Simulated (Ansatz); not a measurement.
A calculation with Ansatz 0.2.0 of TePb (native input, structure typed inline):

input.yaml

```yaml
crystal:
  lattice:
    - [0.0, 3.231, 3.231]
    - [3.231, 0.0, 3.231]
    - [3.231, 3.231, 0.0]
  atoms:
    - { symbol: Pb, position: [0.0, 0.0, 0.0] }
    - { symbol: Te, position: [0.5, 0.5, 0.5] }
hamiltonian:
  xc: pbe
  pseudopotentials: { kind: paw }
kpoints:
  mp_grid: { grid: [7, 7, 7] }
scf:
  occupations: { method: gaussian, width: 0.15 }
output:
  forces: true
  stress: true
  eigenvalues: true
```

Potentials or basis: Ansatz PAW.

Launch:

```sh
$ ansatz run input.yaml --threads 2 --pin off --max-ram 5120MiB --backend cpu --events-out ev --progress --plain --runs-dir out
```

Write the same calculation in another form: ASE script, structure from a POSCAR.

As run:

Contents of run.py:

```python
import json

import ase.io
import numpy as np
from ase.calculators.calculator import CalculationFailed, Calculator
from ase.stress import full_3x3_to_voigt_6_stress
from ase.units import GPa

import ansatz as az

class AnsatzCalculator(Calculator):
    implemented_properties = ["energy", "free_energy", "forces", "stress", "magmom"]

    def calculate(self, atoms, properties, system_changes):
        super().calculate(atoms, properties, system_changes)
        structure = atoms.copy()
        structure.set_constraint()
        structure.set_momenta(None)
        structure.set_masses(None)
        outcome = (
            az.Crystal.from_ase(structure)
            .calculation()
            .basis(xc_grid=2)
            .kpoints(7, 7, 7)
            .functional("pbe")
            .pseudopotentials(kind="paw")
            .scf(tolerance=2e-10)
            .occupations(method="gaussian", width=0.15)
            .forces()
            .stress()
            .run(threads=2)
        )
        if not outcome.report["converged"]:
            raise CalculationFailed("SCF not converged")
        report = outcome.report
        self.results = {
            "free_energy": report["lagrangian_ev"],
            "energy": report["lagrangian_ev"],
            "forces": np.array(report["forces_ev_ang"]),
            "stress": -GPa * full_3x3_to_voigt_6_stress(report["stress_gpa"]),
            "magmom": report["magnetization_mub"],
        }

np.set_printoptions(precision=5, suppress=True, linewidth=110)
atoms = ase.io.read("POSCAR", format="vasp")
atoms.calc = AnsatzCalculator()
print(f"free energy {atoms.get_potential_energy():.6f} eV")
print("forces (eV/A)", atoms.get_forces(), sep="\n")
print("stress (GPa, Voigt, tension positive)", atoms.get_stress() / GPa, sep="\n")
print(f"moment {atoms.get_magnetic_moment():.4f} muB")
```

POSCAR

```
TePb
1.0
    0.0000000000      3.2310000000      3.2310000000
    3.2310000000      0.0000000000      3.2310000000
    3.2310000000      3.2310000000      0.0000000000
Pb Te
1 1
Direct
    0.0000000000      0.0000000000      0.0000000000
    0.5000000000      0.5000000000      0.5000000000
```

Potentials or basis: Ansatz PAW.

Run with:

```console
$ python run.py
```

Both were run:

|  | native input, structure typed inline | ASE script, structure from a POSCAR |
| --- | --- | --- |
| Pressure | 2.1 GPa | 2.1 GPa |

Keys that steer only the numerical path or the files written may differ.

Caveat: this odd mesh misses L, where the gap lies, so gap, dielectric constants and Born charges aren't listed.
